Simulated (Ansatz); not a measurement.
Magnetic and orbital states of CuO

We look at CuO: a measured crystal structure (space group C2/c, primitive cell doubled), with 8 atoms per cell. Source: COD entry 9015714, which need not be the ambient phase.

```
Cu O
1.0
     4.67910   -3.48050    0.00000
     2.33955    1.74025    0.00000
    -0.76520    0.00000    5.06078
Cu O
4 4
Direct
  0.00000 0.50000 0.00000
  0.50000 0.50000 0.00000
  0.25000 0.00000 0.50000
  0.75000 0.00000 0.50000
  0.27385 0.45230 0.25000
  0.77385 0.45230 0.25000
  0.22615 0.54770 0.75000
  0.72615 0.54770 0.75000
```

Numbers behind element symbols give the atom's place in this list.

The calculation used DFT, PBE, PAW, plane waves, scalar-relativistic in Ansatz development build ahead of 0.2.0.

```
Plane-wave cutoff : 420 eV
k-point mesh      : 4×7×4 (Γ-centred)
Occupations       : Fermi–Dirac smearing, 0.05 eV
```

A semilocal functional without U tends to delocalise d and f electrons, and can give a metal where the real compound is an insulator.

Machine: 2 threads of x86-64 server CPU, on a shared host.

In a plain SCF nothing is tried after convergence. The default search runs further SCF cycles only where the state itself hints at a lower one. The standard search can try other orders and fillings too, with no guarantee of the lowest state. With a search on, the program may also reshape the start on open shells.

State 1 (lowest found): non-magnetic, no gap on the k-mesh. Reached from:
- opposed moments ++--, plain SCF [Cu1 1.00, Cu2 1.00, Cu3 -1.00, Cu4 -1.00 μB]: 25 iterations, 34 s
- the moments in brackets, standard search for lower states [Cu1 0.03, Cu2 0.03, Cu3 0.03, Cu4 0.03 μB]: 43 iterations, 54 s
- parallel moments scaled by 0.03, plain SCF [Cu1 0.03, Cu2 0.03, Cu3 0.03, Cu4 0.03 μB]: 21 iterations, 30 s
- the moments in brackets, symmetry off, plain SCF [Cu1 0.03, Cu2 0.03, Cu3 0.03, Cu4 0.03 μB]: 27 iterations, 62 s
- opposed moments +--+, plain SCF [Cu1 1.00, Cu2 -1.00, Cu3 -1.00, Cu4 1.00 μB]: 25 iterations, 31 s
- opposed moments +--+, default search for lower states [Cu1 1.00, Cu2 -1.00, Cu3 -1.00, Cu4 1.00 μB]: 25 iterations, 30 s
- opposed moments +-+-, plain SCF [Cu1 1.00, Cu2 -1.00, Cu3 1.00, Cu4 -1.00 μB]: 25 iterations, 31 s
- a moment on one site alone, plain SCF [Cu1 1.00 μB]: 34 iterations, 42 s
- usual moments times 1.4, signs ++--, plain SCF [Cu1 1.40, Cu2 1.40, Cu3 -1.40, Cu4 -1.40 μB]: 24 iterations, 33 s
- parallel moments, default search for lower states [Cu1 1.00, Cu2 1.00, Cu3 1.00, Cu4 1.00 μB]: 23 iterations, 32 s
- parallel moments, plain SCF [Cu1 1.00, Cu2 1.00, Cu3 1.00, Cu4 1.00 μB]: 23 iterations, 34 s
- no spin polarisation: 7 iterations, 5.4 s
- spin on, no moments given (the program may seed its own), plain SCF: 18 iterations, 17 s

13 runs converged, to 1 different state. Spin polarisation gains nothing here: every starting moment dies out. The search isn't exhaustive: larger magnetic cells and non-collinear orders weren't tried.
